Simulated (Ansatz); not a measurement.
# MgO (Fm-3m) in Ansatz: further runs

One crystal, MgO, is run at these levels: PBE; tasks: single point.

Everything below comes from runs of Ansatz 0.2.0. Logs are shortened: lines on timing, memory, paths and dates and some standing lists are left out, and cuts for length are marked.

**Measured values to compare with.**

“Electronic structure of alkaline earth and post-transition metal oxides”, 2009, arxiv:0908.1581 quotes, for a bulk crystal of MgO: band gap 7.83 eV.

The runs below are set against these values where they give the same quantity.

## (1) The crystal as given

It takes space group Fm-3m (No. 225, cubic). The conventional cell has a = 4.194 Å, b = 4.194 Å, c = 4.194 Å, α = 90.00°, β = 90.00°, γ = 90.00°. Mg (site symmetry m-3m) has 6 O at 2.10 Å as nearest neighbours. O (site symmetry m-3m) is surrounded by 6 Mg at 2.10 Å.

The cell is a database's computed one.

## (2) Single point, PBE

input.yaml reads:

```yaml
crystal:
  lattice:
    - [0.0, 2.0970013927, 2.0970013927]
    - [2.0970013927, 0.0, 2.0970013927]
    - [2.0970013927, 2.0970013927, 0.0]
  atoms:
    - { symbol: Mg, position: [0.0, 0.0, 0.0] }
    - { symbol: O, position: [0.5, 0.5, 0.5] }
kpoints:
  mp_grid: { grid: [7, 7, 7] }
scf:
  occupations: { method: fermi_dirac, width: 0.06 }
hamiltonian:
  xc: pbe
  pseudopotentials: { kind: all_electron, lapw: { basis_error: 0.004 } }
output:
  forces: true
  stress: true
  eigenvalues: true
```

Potentials or basis: all-electron LAPW, scalar-relativistic.

Started as:

```sh
$ ansatz run input.yaml --threads 1 --pin off --max-ram 3072MiB --backend cpu --events-out ev --progress --plain --runs-dir out
```

Standard output:

```text
Warning: RAYON_NUM_THREADS=1 ignored (pool sized by the plan → 1); use --threads N
LAPW: plane waves up to 8.338 Å⁻¹, error target 4.0e-3 eV per atom; small_component_spin mean_spin; O in spheres of 1.032 Å, 6 of its electrons in bands, Dirac shells []; Mg in spheres of 1.065 Å, 10 of its electrons in bands, Dirac shells [] (how accurate: hamiltonian.pseudopotentials.lapw.basis_error, Limitations)
Engine: ansatz 0.2.0, aarch64-unknown-linux-gnu
Pseudopotentials: kind: all_electron
Pseudopotential: Mg, LAPW, valence charge 10, lapw/all_electron/scalar/gaussian/Mg, Koelling and Harmon's equation, gaussian nucleus
Pseudopotential: O, LAPW, valence charge 6, lapw/all_electron/scalar/gaussian/O, Koelling and Harmon's equation, gaussian nucleus
Functional definition: PBE
  parameter kappa = 0.804
  parameter beta = 0.06672455060314922
  exchange = pbe_x(kappa = kappa, mu = beta*pi^2/3)
  correlation = pbe_c(beta = beta)
Crystal: 2 atoms, lattice volume = 18.443 Å³
Basis set: ecut = 264.8917339261353 eV, 169 PW (Γ), exchange–correlation at level 2
Bands: 12, of which v1, the nominal top of the filled ones, is band 8 counted from 1 (7 counted from 0)
Symmetry: 48 space group operations
Space group: Fm-3m (ITA 225), of the structure as read, at distance tolerance 2.6e-5 Å
k-points: 20 of 343
Non-local potential: Mg, projectors of the file, none
Non-local potential: O, projectors of the file, none
Initial density: superposition of atomic densities (chi_scale 0.1, normalization cell, long waves kept (reshape's long-wave potential 0.00 eV rms))
Initial wavefunctions: plane waves of lowest kinetic energy (no species holds an atomic orbital)
Functional: x = pbe(κ = 0.804, μ = 0.2195149727645171), c = pbe(β = 0.06672455060314922)
iter 1 solved again at ethr=1.42e-2 eV; its pass at ethr=1.00e-1 eV (dr2=2.27e0 eV) is discarded
SCF iter   1: F=—  HF=-7504.197184 eV  |F-HF|=—  |Δ(HF+E_count)|=         —  Δρ=1.07e-1  dr2=2.27e0  ethr=1.42e-2  ⟨swp⟩=2.0  Hψ=1644  notcnv=0
preconditioner: auto → none  [insulator: Δε(μ)=6.758 eV  Ē_g=20.439 eV  σ=0.060 eV  W_gap=1.00  n_scr=8 (ndim 8)  ℏωp=24.5 eV  f_vac=0.000  D(μ)=0.00/eV (n_scr^D=0)  ε∞_Penn≈2.4]
iter 2 solved again at ethr=2.08e-4 eV; its pass at ethr=1.42e-2 eV (dr2=3.33e-2 eV) is discarded
SCF iter   2: F=—  HF=-7502.930849 eV  |F-HF|=—  |Δ(HF+E_count)|=    1.27e0  Δρ=1.90e-2  dr2=3.31e-2  ethr=2.08e-4  ⟨swp⟩=2.0  Hψ=1292  notcnv=0
SCF iter   3: F=—  HF=-7502.646430 eV  |F-HF|=—  |Δ(HF+E_count)|=   2.84e-1  Δρ=1.61e-2  dr2=5.14e-2  ethr=2.07e-4  ⟨swp⟩=3.0  Hψ=793  notcnv=0
SCF iter   4: F=—  HF=-7502.645448 eV  |F-HF|=—  |Δ(HF+E_count)|=         —  Δρ=5.27e-4  dr2=1.78e-5  ethr=2.07e-4  ⟨swp⟩=2.0  Hψ=720  notcnv=0
the basis was enlarged: its passes take 102.1 KiB over the memory plan, 1 of 1 planned eigensolver slots
SCF iter   5: F=—  HF=-7502.645511 eV  |F-HF|=—  |Δ(HF+E_count)|=   6.31e-5  Δρ=1.74e-4  dr2=4.15e-6  ethr=1.11e-7  ⟨swp⟩=3.0  Hψ=716  notcnv=0
SCF iter   6: F=—  HF=-7502.645529 eV  |F-HF|=—  |Δ(HF+E_count)|=   1.76e-5  Δρ=4.27e-5  dr2=3.12e-7  ethr=2.59e-8  ⟨swp⟩=3.0  Hψ=665  notcnv=0
SCF iter   7: F=-7502.645529 eV  HF=-7502.645529 eV  |F-HF|=3.46e-10  |Δ(HF+E_count)|=   1.14e-7  Δρ=5.08e-6  dr2=4.27e-9  ethr=1.95e-9  ⟨swp⟩=2.0  Hψ=640  notcnv=0
SCF 1 converged in 7 iterations: F = -7502.645529 eV  dr2 = 4.27e-9
SCF converged after 7 iterations
Free energy (F): -7502.645529 eV
Harris-Foulkes:  -7502.645529 eV  (|F-HF|=3.46e-10)
Internal energy: -7502.645529 eV  (E = F + TS)
E sigma→0 (E₀):  -7502.645529 eV
Fermi energy:    10.488767 eV
--- Per-component energies (eV) ---
  E_band       = -294.585113
  E_kinetic    = 7508.694562
  E_xc         = -684.276423
  E_electrostatic = -14327.063668  (all electrons and nuclei)
  E_smearing   = -0.000000  (= −TS)
  E_closure    = 0.000000  (closes the sum)
  E_atoms      = -7490.792933  (free atoms, spherical and without spin; not in F)
  Σ components = -7502.645529   (vs F -7502.645529, Δ=0.00e0)
  Basis errors (estimates in eV, not in F): energy 1.4e-3 per atom: plane waves 1.2e-3 (7.2e-4 summed), levels above the bands 2.2e-113, relativity 8.1e-8, radial functions 1.3e-4, core shells 3.3e-6; eigenvalues (radial functions only) 2.4e-4; not estimated: angular momenta, meshes, grids; target (lapw.basis_error) 4.0e-3; muffin-tin radii O 1.032 Å, Mg 1.065 Å
--- Forces (eV/Å), atoms counted from 1 ---
  atom   1  Mg    -0.00000000     0.00000000     0.00000000
  atom   2  O      0.00000000    -0.00000000     0.00000000
  max |Σ_I F_I| component: 2.00e-30 eV/Å
--- Stress (GPa, compression-positive) ---
        6.982549      -0.000000      -0.000000
       -0.000000       6.982549      -0.000000
       -0.000000      -0.000000       6.982549
  P = ⅓ Tr σ = 6.9825 GPa (69.825 kbar)
--- Band table (eV; the first three rows and the last of 20) ---
  k-point 0: bands = ["-64.2588", "-30.9819", "-30.9819", "-30.9819", "-9.3060", "8.0084", "8.0084", "8.0084", "12.8723", "23.8938", "23.8938", "23.8938"]
  k-point 1: bands = ["-64.2571", "-30.9992", "-30.9836", "-30.9836", "-9.0840", "6.8181", "7.8740", "7.8740", "13.9992", "21.9149", "24.3530", "24.3530"]
  k-point 2: bands = ["-64.2532", "-31.0377", "-30.9874", "-30.9874", "-8.5377", "4.8637", "7.5884", "7.5884", "15.5217", "20.4992", "24.7935", "24.7935"]
  k-point 19: bands = ["-64.2468", "-31.0385", "-31.0356", "-31.0086", "-7.6932", "4.8430", "5.0454", "6.5358", "19.0311", "20.1572", "20.3847", "24.3710"]
```

Wall time 1.9 s (1 thread of Arm Neoverse V1, shared host); peak memory 0.2 GiB.

Results:

```yaml
Free_energy: -7502.6455 eV
Pressure: 7.0 GPa
Band_gap_on_the_k_mesh: 4.86 eV, direct
```

## (3) Single point, PBE

input.yaml: that of step 2 with these lines changed.

```diff
@@ -9,8 +9,8 @@
 kpoints:
-  mp_grid: { grid: [7, 7, 7] }
+  mp_grid: { grid: [11, 11, 11] }
 scf:
-  occupations: { method: fermi_dirac, width: 0.06 }
+  occupations: { method: gaussian, width: 0.1 }
 hamiltonian:
   xc: pbe
-  pseudopotentials: { kind: all_electron, lapw: { basis_error: 0.004 } }
+  pseudopotentials: { kind: all_electron, lapw: { basis_error: 0.001 } }
 output:
```

Potentials or basis: all-electron LAPW, scalar-relativistic.

Started as:

```sh
$ ansatz run input.yaml --threads 1 --pin off --max-ram 3072MiB --backend cpu --events-out ev --progress --plain --runs-dir out
```

It took 6 s on 1 thread of Arm Neoverse V1, shared host; peak memory 0.27 GiB.

Results (log left out):

| Quantity | Value |
| --- | --- |
| Free energy | -7502.6471 eV |
| Pressure | 7.0 GPa |
| Band gap on the k mesh | 4.86 eV, direct |

Levels at points of the mesh, in eV from the valence-band top:
| k point | band 7 | band 8 | band 9 | band 10 | band 11 | band 12 |
| --- | --- | --- | --- | --- | --- | --- |
| (0.00, 0.00, 0.00) | 0.00 | 0.00 | 0.00 | 4.86 | 15.89 | 15.89 |

## (4) Comparison with measurements

Step 2. Measured gap of MgO: 7.83 eV (quoted in “Electronic structure of alkaline earth and post-transition metal oxides”, 2009, arxiv:0908.1581). This calculation gives 4.86 eV (-2.97 eV). The value is that of PBE, without temperature or zero-point motion. Semilocal functionals fall short of measured gaps as a rule. The cell is a database's relaxed one, not the measured one, which moves gaps too.

Step 3. A measured gap of MgO is 7.83 eV (quoted in “Electronic structure of alkaline earth and post-transition metal oxides”, 2009, arxiv:0908.1581); the calculated 4.86 eV misses it by -2.97 eV. The value is that of PBE, without temperature or zero-point motion. Semilocal functionals fall short of measured gaps as a rule. The cell is a database's relaxed one, not the measured one, which moves gaps too.
